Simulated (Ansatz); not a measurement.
**Rh: one crystal by all-electron and frozen-core methods**

The same cell of Rh is computed with all-electron LAPW, frozen-core PAW and all-electron PAW on datasets made for the crystal, to set the results side by side.

This is Rh in the simple cubic structure; at room conditions it is fcc.

Program: Ansatz 0.2.0. Level of theory: DFT PBE, scalar-relativistic. These are calculated values, not measurements.

1 further run of the same task is left out (set aside as unsound or not needed).

## Step 1: The starting structure

It takes space group Pm-3m (No. 221, cubic). Conventional cell: a = 2.536 Å, b = 2.536 Å, c = 2.536 Å, α = 90.00°, β = 90.00°, γ = 90.00°. Rh (site symmetry m-3m) is surrounded by 6 Rh at 2.54 Å.

As a file:

```xyz
1
Lattice="2.5361 0.0000 0.0000 0.0000 2.5361 0.0000 0.0000 0.0000 2.5361" Properties=species:S:1:pos:R:3 pbc="T T T"
Rh    0.0000    0.0000    0.0000
```

The cell was relaxed by PAW from a hypothetical start (sc type); it needn't be the stable phase of this composition.

## Step 2: All-electron LAPW

File input.yaml:

```yaml
crystal:
  lattice:
    - [2.5360633234, 0.0, 0.0]
    - [0.0, 2.5360633234, 0.0]
    - [0.0, 0.0, 2.5360633234]
  atoms:
    - { symbol: Rh, position: [0.0, 0.0, 0.0] }
kpoints:
  mp_grid: { grid: [14, 14, 14] }
  band_path:
    path:
      - [0.0, 0.0, 0.0]
      - [0.0, 0.5, 0.0]
      - [0.5, 0.5, 0.0]
      - [0.0, 0.0, 0.0]
      - [0.5, 0.5, 0.5]
      - [0.0, 0.5, 0.0]
      - [0.5, 0.5, 0.5]
      - [0.5, 0.5, 0.0]
    npoints: 8
scf:
  occupations: { method: fermi_dirac, width: 0.08 }
hamiltonian:
  xc: pbe
  pseudopotentials: { kind: all_electron, lapw: { basis_error: 0.0005 } }
output:
  forces: true
  stress: true
  eigenvalues: true
  fatbands: true
  populations: true
  dos: { projected: true, de: 0.2, e_range: [-14, 8] }
```

## Step 3: Frozen-core PAW

Edit input.yaml of step 2 so:

```diff
@@ -24,3 +24,3 @@
   xc: pbe
-  pseudopotentials: { kind: all_electron, lapw: { basis_error: 0.0005 } }
+  pseudopotentials: { kind: paw }
 output:
@@ -29,4 +29,5 @@
   eigenvalues: true
-  fatbands: true
+  efg: { contact_densities: true }
   populations: true
+  bader: true
   dos: { projected: true, de: 0.2, e_range: [-14, 8] }
```

## Step 4: All-electron PAW on datasets made for the crystal

Edit input.yaml of step 3 so:

```diff
@@ -24,3 +24,3 @@
   xc: pbe
-  pseudopotentials: { kind: paw }
+  pseudopotentials: { kind: all_electron, datasets: crystal }
 output:
@@ -30,4 +30 @@
   efg: { contact_densities: true }
-  populations: true
-  bader: true
-  dos: { projected: true, de: 0.2, e_range: [-14, 8] }
```

(Steps that only read results are left out.)

Before running it: what results should come out? Wanted: pressure; gap.

As calculated:

```
  quantity                                              value
  pressure  LAPW -0.04, PAW -0.01, crystal datasets -0.03 GPa
gap (LAPW)                                               none
```

The pressure is within half a GPa of zero, so the volume is close to equilibrium at this level. With 33 electrons in the bands of a cell, and no spin, a band must be partly filled: it is a metal at this level. Within 0.3 eV of the Fermi level the largest projected share is Rh 4d (93 %). The projection holds only the free atom's occupied shells (Rh 5s, Rh 4d in this range). PAW lies +0.03 GPa from LAPW in pressure. The price, with the outputs that each input asks for: 10 s for LAPW against 4.3 s for PAW, about 2.3 to one.
